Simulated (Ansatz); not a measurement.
# Ta2NS2 MXene monolayer in a perpendicular field

What dipole does a perpendicular field induce in the Ta2NS2 MXene monolayer? A positive field points along +c.

Calculated with Ansatz 0.2.0; plane-wave DFT, PBE-D3(BJ), Ansatz PAW.

Most raw output is cut from this account.

### 1. Starting point

The cell holds 5 atoms: 2 S, 2 Ta and 1 N. Its edges and angles: a = 3.155 Å, b = 3.155 Å, c = 43.244 Å, α = 90.0°, β = 90.0°, γ = 120.0°. Vacuum lies along c.

### 2. Relaxing the slab

The starting cell is a guess, so the in-plane lattice and the atoms are relaxed first, with the slab cut off from its images along the normal.

File input.yaml:

```yaml
crystal:
  lattice:
    - [3.15458, 0.0, 0.0]
    - [-1.57729, 2.7319464183, 0.0]
    - [0.0, 0.0, 43.2441631042]
  atoms:
    - { symbol: S, position: [0.3333333333, 0.6666666667, 0.4289596253] }
    - { symbol: Ta, position: [0.6666666667, 0.3333333333, 0.471216619], spin: 1.0 }
    - { symbol: "N", position: [0.0, 0.0, 0.5] }
    - { symbol: Ta, position: [0.3333333333, 0.6666666667, 0.528783381], spin: 1.0 }
    - { symbol: S, position: [0.6666666667, 0.3333333333, 0.5710403747] }
  periodic: [true, true, false]
magnetization:
  spin_polarized: true
kpoints:
  mp_grid: { grid: [12, 12, 1] }
hamiltonian:
  xc: pbe
  dispersion: d3bj
scf:
  occupations: { method: fermi_dirac, width: 0.05 }
  convergence: { dr2_threshold: 1.0e-09 }
relax:
  f_tol: 0.004
  max_steps: 90
  cell: {}
output:
  write_potential: true
  write_density: true
  volumetric_format: npy
```

Run with:

```sh
$ ansatz run input.yaml --threads 4 --pin off --max-ram 6144MiB --backend cpu --events-out ev --progress --plain --runs-dir out
```

The job ended after 48 s (4 threads of Intel Xeon Platinum 8488C (Sapphire Rapids), shared host; peak memory 1.2 GiB).

Step by step:

```csv
step,energy less that of the first step (eV),largest force component (eV/Å),volume (Å³)
1,0.0000,2.4017,372.68
2,-0.5279,0.9206,376.64
3,-0.7461,0.9793,406.68
4,-0.7898,0.1718,401.34
5,-0.7924,0.0129,403.34
6,-0.7924,0.0006,403.28
7*,-0.8020,0.0009,403.28
8,-0.8020,0.0039,403.81
9*,-0.8021,0.0039,403.81
```

Relaxation steps marked * repeat the geometry before them on a plane-wave basis chosen anew for their cell, so energy and pressure can jump there.

Forces are held to the 12 operations that the run works with; a distortion that breaks them can't arise in this run.

```csv
cell as run,before,after,change
a (Å),3.155,3.284,+4.1 %
b (Å),3.155,3.284,+4.1 %
```

The atoms that moved most (Å, along periodic axes as changes of fractional coordinates times the final cell, across vacuum about the mean position):

```csv
atom,dx,dy,dz,length
S1,0.000,0.000,0.344,0.344
S5,0.000,0.000,-0.344,0.344
Ta2,0.000,0.000,0.106,0.106
Ta4,0.000,0.000,-0.106,0.106
```

The relaxed structure:

```cif
data_structure
_symmetry_space_group_name_H-M 'P 1'
_symmetry_Int_Tables_number 1
_cell_length_a 3.2837
_cell_length_b 3.2837
_cell_length_c 43.2442
_cell_angle_alpha 90.000
_cell_angle_beta 90.000
_cell_angle_gamma 120.000
_cell_volume 403.81
loop_
_atom_site_label
_atom_site_type_symbol
_atom_site_fract_x
_atom_site_fract_y
_atom_site_fract_z
_atom_site_occupancy
S1 S 0.33333 0.66667 0.43690 1
Ta2 Ta 0.66667 0.33333 0.47367 1
N3 N 0.00000 0.00000 0.50000 1
Ta4 Ta 0.33333 0.66667 0.52633 1
S5 S 0.66667 0.33333 0.56310 1
```

This step gave:

```
energy at zero smearing : -22059.4991 eV
```

The lattice constant a goes from 3.155 to 3.284 Å.

### 3. Single point, field 0

A sawtooth potential applies the field, turning back in the middle of the vacuum. With the dipole correction the typed value is the field outside the slab. The induced dipole is small, so the SCF threshold is tight.

The cell differs from the one that the last finished run ended in (c 43.244 → 23.457 Å).

File input.yaml:

```yaml
crystal:
  lattice:
    - [3.2836587501, 0.0, 0.0]
    - [-1.6418293751, 2.843731895, 0.0]
    - [0.0, 0.0, 23.4570794682]
  atoms:
    - { symbol: S, position: [0.3333333333, 0.6666666667, 0.3836794778] }
    - { symbol: Ta, position: [0.6666666667, 0.3333333333, 0.451467435] }
    - { symbol: "N", position: [0.0, 0.0, 0.5] }
    - { symbol: Ta, position: [0.3333333333, 0.6666666667, 0.548532565] }
    - { symbol: S, position: [0.6666666667, 0.3333333333, 0.6163205222] }
kpoints:
  mp_grid: { grid: [18, 18, 1] }
  band_path:
    path: [[0, 0, 0], [0.5, 0, 0], [0.33333333, 0.33333333, 0], [0, 0, 0]]
    npoints: 16
hamiltonian:
  xc: pbe
  dispersion: d3bj
scf:
  occupations: { method: fermi_dirac, width: 0.05 }
  convergence: { dr2_threshold: 1.0e-10 }
efield:
  axis: 3
  dipole_correction: true
  ramp_position: 0.97
  ramp_width: 0.06
  amplitude: 0
output:
  dos: { projected: true, e_range: [-6, 5] }
  bader: true
  write_potential: true
  write_density: true
  volumetric_format: npy
  elf: true
```

Wall time 15 s (4 threads); peak memory 0.77 GiB.

This step gave:

```yaml
work_function_upper_face: 5.056 eV
dipole_along_the_normal: -4.01e-6 e·Å
```

Running mean over a fixed 2.8 Å (it still follows the layers) of the planar mean; the ramp of the sawtooth is left out. Table of electron's electrostatic potential energy less the Fermi level by z:

```csv
z (Å),electron's electrostatic potential energy less the Fermi level (eV)
3,5.06
4,5.06
5,5.05
6,5.02
7,4.26
8,0.127
9,-5.15
10,-10.9
11,-12.4
12,-13.7
13,-11.6
14,-8.59
15,-1.87
16,2.61
17,4.92
18,5.05
19,5.06
20,5.06
```

The density of states has structure finer than the step of the table below, so its rows give means over 0.2 eV, whole bins alone (the curve runs from -6 to 1.99 eV). Peaks (eV: height): -5.20: 10.2, -5.06: 6.82, -3.88: 8.25, -2.94: 11.0, -2.64: 5.73, 1.39: 6.52, 1.53: 5.80.

Table of density of states by energy, zero at the Fermi level; means over each step:

energy (eV), density of states (states/eV a cell) and a bar from the least value:
```
     -5.8        0.6 
     -5.6        2.2 #########
     -5.4        3.0 ##############
     -5.2        5.2 ##########################
     -5.0        3.3 ###############
     -4.8        1.0 ##
     -4.6        2.8 ############
     -4.4        3.5 ################
     -4.2        2.8 ############
     -4.0        2.7 ############
     -3.8        4.2 ####################
     -3.6        4.3 #####################
     -3.4        3.9 ##################
     -3.2        4.7 #######################
     -3.0        5.9 ##############################
     -2.8        3.6 #################
     -2.6        3.0 #############
     -2.4        2.1 #########
     -2.2        2.0 ########
     -2.0        1.5 #####
     -1.8        1.4 ####
     -1.6        1.4 ####
     -1.4        1.5 #####
     -1.2        1.9 #######
     -1.0        0.8 #
     -0.8        0.8 #
     -0.6        1.4 ####
     -0.4        1.3 ####
     -0.2        1.3 ####
      0.0        1.5 #####
      0.2        1.3 ####
      0.4        1.2 ###
      0.6        1.4 ####
      0.8        1.9 #######
      1.0        2.9 #############
      1.2        3.3 ###############
      1.4        5.0 #########################
      1.6        4.1 ####################
      1.8        2.6 ###########
```

Projected DOS per atom over height of the atomic layer and energy from the Fermi level. Layers: S Ta N Ta S from below.

Values in states/eV, 22 rows by 5 columns, each cell a mean:
```
0.14 1.07 0.22 1.07 0.14
0.18 1.79 0.45 1.79 0.18
0.15 1.12 0.42 1.12 0.15
0.14 0.60 0.16 0.60 0.14
0.12 0.45 0.09 0.45 0.12
0.16 0.51 0.09 0.51 0.16
0.17 0.42 0.07 0.42 0.17
0.18 0.29 0.09 0.29 0.18
0.21 0.36 0.10 0.36 0.21
0.28 0.43 0.10 0.43 0.28
0.31 0.34 0.09 0.34 0.31
0.55 0.31 0.15 0.31 0.55
0.78 0.47 0.13 0.47 0.78
1.60 0.70 0.26 0.70 1.60
1.51 0.49 0.30 0.49 1.51
1.36 0.52 0.19 0.52 1.36
1.03 0.45 0.16 0.45 1.03
0.93 0.56 0.15 0.56 0.93
0.43 0.33 0.06 0.33 0.43
1.30 0.72 0.37 0.72 1.30
0.88 0.55 0.16 0.55 0.88
0.17 0.07 0.05 0.07 0.17
```
Columns: height of the atomic layer (Å) from 9 to 14.5 (not evenly spaced); rows upwards: energy from the Fermi level (eV) from -5.96 to 1.96.

Electronic bands along the path, in eV, zero at the Fermi level:

```csv
point,band 19,band 20,band 21,band 22,band 23,band 24,band 25,band 26
Γ,-1.39,-1.39,-1.13,-1.13,-0.38,0.66,1.42,1.42
halfway,-2.83,-2.29,-2.23,0.24,0.57,1.23,2.22,2.60
M,-2.94,-2.62,-2.42,0.93,1.64,1.74,2.71,3.13
halfway,-3.59,-3.28,-1.49,0.99,1.15,1.79,2.88,3.06
K,-3.88,-3.88,-0.17,-0.17,0.50,2.55,2.55,2.95
halfway,-3.11,-2.91,-1.16,-0.75,1.37,1.92,2.15,2.65
Γ,-1.39,-1.39,-1.13,-1.13,-0.38,0.66,1.42,1.42
```

Electrostatic potential energy in the ca plane at fractional y = 0.333, with atoms of Ta and S within 0.2 Å of it. With pseudopotentials it is smooth inside the atoms' cores, unlike the true potential.

Values in eV, 5 rows by 16 columns, each cell a mean:
```
  7   7   7   7   6   5  -4 -29 -13  -1  -5 -22   0   7   7   7
  7   7   7   7   6   5 -10 -38 -22   1 -10 -33  -8   6   7   7
  7   7   7   7   6   5  -4 -30 -14  -1  -5 -23   0   7   7   7
  7   7   7   7   6   1  -2  -4  -2 -10  -7   2   5   7   7   7
  7   7   7   7   6   1  -2  -3  -2 -10  -7   2   6   7   7   7
```
Columns run along c (16.0 Å, from fractional 0.13 to 0.82 of the cell; values clipped at the 3rd and 97th percentile), rows up along a (3.3 Å). Atoms in or near the plane, at fractional coordinates: Ta at (0.45, 0.67), S at (0.62, 0.67).

ELF in the ca plane at fractional y = 0.333, with atoms of Ta and S within 0.2 Å of it. It is the smooth field of the valence electrons, not physical close to the nuclei.

Values, 5 rows by 16 columns, each cell a mean:
```
0.00 0.00 0.00 0.00 0.05 0.28 0.35 0.53 0.32 0.22 0.53 0.77 0.80 0.27 0.01 0.00
0.00 0.00 0.00 0.00 0.01 0.06 0.25 0.44 0.45 0.26 0.60 0.32 0.89 0.43 0.03 0.00
0.00 0.00 0.00 0.00 0.05 0.28 0.35 0.55 0.32 0.22 0.53 0.76 0.80 0.28 0.01 0.00
0.00 0.00 0.00 0.01 0.26 0.68 0.66 0.23 0.39 0.23 0.25 0.44 0.24 0.03 0.00 0.00
0.00 0.00 0.00 0.01 0.26 0.70 0.67 0.23 0.41 0.23 0.23 0.41 0.21 0.02 0.00 0.00
```
Columns run along c (16.0 Å, from fractional 0.13 to 0.82 of the cell), rows up along a (3.3 Å). Atoms in or near the plane, at fractional coordinates: Ta at (0.45, 0.67), S at (0.62, 0.67).

Valence density in the ca plane at fractional y = 0.333, with atoms of Ta and S within 0.2 Å of it. It is the smooth field of the valence electrons, not physical close to the nuclei.

Ten steps, logarithmic in the rise over the least value, from '0' (0.0 e/Å³) to '9' (4.2 e/Å³), each cell a mean:
```
00000000000001234446776544444566653100000000
00000000000000123458998643345676764200000000
00000000000000122369999743345664665210000000
00000000000000123369999643345676664210000000
00000000000001233457897544344666653200000000
00000000000001244545665544444555542100000000
00000000000002345554444555565443321000000000
00000000000002345554344555665433211000000000
00000000000001345544444555554444431000000000
```
Columns run along c (16.0 Å, from fractional 0.13 to 0.82 of the cell), rows up along a (3.3 Å). Atoms in or near the plane, at fractional coordinates: Ta at (0.45, 0.67), S at (0.62, 0.67).

The work function of the upper face is 5.06 eV.

### 4. Atoms held, field 0.05 V/Å

Edit input.yaml of step 3 so:

```diff
@@ -27,6 +27,4 @@
   ramp_width: 0.06
-  amplitude: 0
+  amplitude: 0.05
 output:
-  dos: { projected: true, e_range: [-6, 5] }
-  bader: true
   write_potential: true
@@ -34,2 +32 @@
   volumetric_format: npy
-  elf: true
```

Run time: 5.3 s. Hardware: 4 threads; peak memory 0.73 GiB; 20 s of CPU time.

The dipole is 0.0189 e·Å.

### 5. Single point, field -0.05 V/Å

Edit input.yaml of step 4 so:

```diff
@@ -27,3 +27,3 @@
   ramp_width: 0.06
-  amplitude: 0.05
+  amplitude: -0.05
 output:
```

Elapsed: 5.5 s, on 4 threads; peak memory 0.71 GiB.

The dipole is -0.0189 e·Å.

### 6. Single point, field 0.1 V/Å

Edit input.yaml of step 5 so:

```diff
@@ -27,3 +27,3 @@
   ramp_width: 0.06
-  amplitude: -0.05
+  amplitude: 0.1
 output:
```

It took 6.5 s on 4 threads; peak memory 0.72 GiB; 25 s of CPU time.

The dipole is 0.0378 e·Å.

### 7. Atoms held, field 0.2 V/Å

Edit input.yaml of step 6 so:

```diff
@@ -27,3 +27,3 @@
   ramp_width: 0.06
-  amplitude: 0.1
+  amplitude: 0.2
 output:
```

Wall time 5.4 s (4 threads); peak memory 0.72 GiB; 20 s of CPU time.

The dipole is 0.0757 e·Å.

### 8. Single point, field 0.3 V/Å

Edit input.yaml of step 7 so:

```diff
@@ -27,4 +27,6 @@
   ramp_width: 0.06
-  amplitude: 0.2
+  amplitude: 0.3
 output:
+  dos: { projected: true, e_range: [-6, 5] }
+  bader: true
   write_potential: true
@@ -32 +34,2 @@
   volumetric_format: npy
+  elf: true
```

Elapsed: 17 s, on 4 threads; peak memory 0.73 GiB; 68 s of CPU time.

The dipole is 0.114 e·Å.

### 9. Response, atoms held

This step: plane-wave DFT, PBE-D3(BJ), Ansatz PAW; response to a field along the normal, atoms held (Ansatz 0.2.0).

The dipoles give the slope, and the difference of two potentials shows where the field is screened.

Numbers from this step:

```
equivalent conductor thickness p/(ε₀AE) : 7.333 Å
distance between the outer atoms        : 5.457 Å
```

Dipole of the cell against applied field:

```csv
applied field (V/Å),dipole of the cell (e·Å)
-0.050,-0.0189
0.000,-4.0e-6
0.050,0.0189
0.100,0.0378
0.200,0.0757
0.300,0.114
```

Local field over the applied field, running mean. From the potentials at -0.05 and 0.05 V/Å; running mean over 2.5 Å. The local field over applied field by z:

z (Å), local field over applied field and a bar:
```
     4.10      1.000 ##############################
     4.54      0.999 ##############################
     4.98      0.998 ##############################
     5.28      0.995 ##############################
     5.72      0.987 ##############################
     6.16      0.966 #############################
     6.60      0.917 ###########################
     7.04      0.824 #########################
     7.33      0.737 ######################
     7.77      0.586 #################
     8.21      0.427 ############
     8.65      0.274 ########
     9.09      0.155 ####
     9.53      0.082 ##
     9.82      0.056 #
    10.26      0.035 
    10.70      0.028 
    11.14      0.028 
    11.58      0.025 
    11.88      0.025 
    12.31      0.028 
    12.75      0.028 
    13.19      0.035 
    13.63      0.056 #
    13.93      0.082 ##
    14.37      0.155 ####
    14.81      0.274 ########
    15.25      0.427 ############
    15.69      0.586 #################
    16.13      0.737 ######################
    16.42      0.824 #########################
    16.86      0.917 ###########################
    17.30      0.966 #############################
    17.74      0.987 ##############################
    18.18      0.995 ##############################
    18.47      0.998 ##############################
    18.91      0.999 ##############################
    19.35      1.000 ##############################
```

Electrons, planar mean, per unit field. The induced electron density by z:

```csv
z (Å),induced electron density (e/Å³ per V/Å)
4.5,2.9e-6
5.0,1.0e-5
5.5,3.4e-5
6.0,1.1e-4
6.5,3.3e-4
7.0,9.1e-4
7.5,0.00222
8.0,0.00366
8.5,0.00235
9.0,9.4e-4
9.5,4.4e-4
10.0,-8.0e-4
10.5,4.7e-4
11.0,2.0e-4
11.5,6.6e-5
12.0,-9.4e-5
12.5,-2.5e-4
13.0,-3.4e-4
13.5,7.9e-4
14.0,-5.6e-4
14.5,-9.2e-4
15.0,-0.00257
15.5,-0.00361
16.0,-0.00208
16.5,-8.4e-4
17.0,-3.0e-4
17.5,-9.8e-5
18.0,-3.0e-5
18.5,-9.0e-6
19.0,-2.7e-6
```

By hand: between -0.05 and 0.05 V/Å the dipole changes by 0.03784 e·Å, a slope of 0.3784 e·Å²/V. A perfect conductor of thickness t has p = ε₀AEt, so t = 180.95 × 0.3784 / 9.338 = 7.33 Å (e/ε₀ = 180.95 V·Å, A in Å²).

The induced dipole is that of a conductor 7.33 Å thick.

### 10. Field on, atoms free, field 0.1 V/Å

This step: plane-wave DFT, PBE-D3(BJ), Ansatz PAW (Ansatz 0.2.0).

Now the atoms may follow the field. A weak field makes forces of meV/Å to tens of meV/Å, so the force tolerance is set well below the usual one.

input.yaml, the sections that differ from step 8:

```yaml
kpoints:
  mp_grid: { grid: [12, 12, 1] }
efield:
  axis: 3
  dipole_correction: true
  ramp_position: 0.97
  ramp_width: 0.06
  amplitude: 0.1
relax:
  f_tol: 0.001
  max_steps: 60
output:
  write_potential: true
  write_density: true
  volumetric_format: npy
# crystal, hamiltonian, scf: as in step 8
```

Elapsed: 4.2 s, on 4 threads; peak memory 0.65 GiB; 15 s of CPU time.

No atom moved by 0.005 Å in the relaxation.

Numbers from this step:

- energy at zero smearing: -22059.5030 eV
- dipole along the normal: 0.03791 e·Å

The relaxation took 3 steps and lowered the energy by 4.4e-6 eV; the largest force on the free atoms ends at 9.1e-4 eV/Å.

The dipole is 0.0379 e·Å.

### 11. Relaxing in the field, field -0.1 V/Å

The opposite sign, again from the field-free geometry; the difference of the two cancels what relaxes without a field.

Edit input.yaml of step 10 so:

```diff
@@ -24,3 +24,3 @@
   ramp_width: 0.06
-  amplitude: 0.1
+  amplitude: -0.1
 relax:
```

Wall time 4.5 s (4 threads); peak memory 0.63 GiB.

No atom moved by 0.005 Å in the relaxation.

This step gave:

```yaml
dipole_along_the_normal: -0.03791 e·Å
```

The relaxation took 3 steps and lowered the energy by 4.4e-6 eV; the largest force on the free atoms ends at 9.1e-4 eV/Å.

The dipole is -0.0379 e·Å.

### 12. Response, atoms relaxed

This step: plane-wave DFT, PBE-D3(BJ), Ansatz PAW; response to a field along the normal, atoms relaxed (Ansatz 0.2.0).

The same analysis on the two relaxed runs holds the ionic part too; their mesh is coarser, so small differences from the held value can come from that.

Numbers from this step:

```yaml
equivalent_conductor_thickness_p_eps_0ae: 7.347 Å
```

[end of part 1 of 2]

[Logs are printed without paths, hosts, clocks, repeated set-up lines and the standing remarks that a program may print on its own settings, such as how far it seeks lower states.]

[Hosts, paths, dates, database ids (printed as entryN), source tags and the programs' standing remarks are cut or masked in the printed files.]

[Maps of the electrostatic potential energy from Ansatz leave out the sawtooth potential of an applied field or a dipole correction, so their vacuum need not be flat; planar profiles and work functions include it.]

[The density of states shown here was stored with 400 of the rows of the run's finer table, so its peaks can read low, often by over a quarter, or be missed, and its means over a window can be off by a tenth or more.]
